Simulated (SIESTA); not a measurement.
# MgS (Niningerite) in SIESTA: the effect of basis

Crystal: MgS (Niningerite).

```
S Mg
1.0
     3.67929    0.00000    0.00000
     1.83964    3.18636    0.00000
     1.83964    1.06212    3.00413
S Mg
1 1
Direct
  0.50000 0.50000 0.50000
  0.00000 0.00000 0.00000
```

Alike in all runs:

```yaml
Program: SIESTA 5.4.2
Task: single point
Functional: PBE
Potentials_or_basis: PseudoDojo 0.4 standard (PBE files)
Grid_cutoff: 800 Ry
Energy_shift: 0.003 Ry
k_mesh: 9 × 9 × 9
Occupations: fermi-dirac, width 0.05 eV
Spin: no spin polarisation
```

| basis | gap on the mesh (eV) | pressure (GPa) |
| --- | --- | --- |
| SZP | ? | ? |
| DZP | 2.85 | 3.4 |
| DZDP | 2.84 | 3.1 |
| TZP | 2.83 | 2.8 |
| TZDP | 2.85 | 2.5 |

Problem. What does the run with basis SZP give?

Solution. gap on the mesh 2.64 eV; pressure 6.5 GPa.

Caveats: an odd mesh through Γ misses points on the zone boundary, where band edges often lie; the basis of atomic orbitals isn't converged, which shifts pressures, moduli and gaps.
